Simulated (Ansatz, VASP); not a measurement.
# One calculation of SrO, two programs

INCAR

```
ALGO = Normal ; EDIFF = 1E-7
ENCUT = 520 ; GGA = PE
ISIF = 2 ; ISMEAR = 0
LASPH = True ; LCHARG = True
LELF = True ; LREAL = False
LVHAR = True ; LWAVE = False
NBANDS = 24 ; NELM = 60
PREC = Accurate ; SIGMA = 0.02
```

Contents of KPOINTS:

```
k-points
0
Gamma
  9 9 6
```

Contents of POSCAR:

```
SrO
1.0
    3.5566281810      0.0000000000      0.0000000000
   -1.7783140905      3.0801303566      0.0000000000
    0.0000000000      0.0000000000      6.1298886860
Sr O
2 2
Direct
    0.3333333300      0.6666666700      0.2449934981
    0.6666666700      0.3333333300      0.7378618410
    0.0000000000      0.0000000000      0.0137278029
    0.0000000000      0.0000000000      0.5034168581
```

Input for Ansatz:

```yaml
crystal:
  lattice:
    - [3.556628181, 0.0, 0.0]
    - [-1.7783140905, 3.0801303566, 0.0]
    - [0.0, 0.0, 6.129888686]
  atoms:
    - { symbol: Sr, position: [0.33333333, 0.66666667, 0.2449934981] }
    - { symbol: Sr, position: [0.66666667, 0.33333333, 0.737861841] }
    - { symbol: O, position: [0.0, 0.0, 0.0137278029] }
    - { symbol: O, position: [0.0, 0.0, 0.5034168581] }
basis:
  ecutwfc: 420
kpoints:
  mp_grid: { grid: [9, 9, 6] }
hamiltonian:
  xc: pbe
scf:
  occupations: { method: gaussian, width: 0.02 }
output:
  forces: true
  stress: true
  eigenvalues: true
```

Alike in both runs: task single point; functional PBE; k mesh 9 × 9 × 6; occupations gaussian, width 0.02 eV; no spin polarisation.

```csv
,VASP,Ansatz
version,VASP 6.6.1,Ansatz 0.2.0
potentials or method,"VASP PAW PBE potentials, release 64 (Sr_sv, O)","scalar-relativistic, plane waves, PAW"
plane-wave cutoff (eV),520,420
valence electrons in the cell,32,32
```

Ansatz gave:

* gap on the k mesh at the Fermi level (eV): 3.12
* least direct gap on the mesh (eV): 3.12
* pressure (GPa): 3.1
* largest component of the traceless stress (GPa): 1.75
* rms of the force components (eV/Å): 0.255

Which values does VASP return?

gap on the k mesh at the Fermi level (eV): 3.12; least direct gap on the mesh (eV): 3.12; pressure (GPa): 3.7; largest component of the traceless stress (GPa): 1.73; rms of the force components (eV/Å): 0.263.

Atom by atom the forces differ by 0.011 eV/Å (rms over components). The functional is the same, so the differences come from potentials, cutoffs and numerics.

Caveats: an odd mesh through Γ misses points on the zone boundary, where band edges often lie.
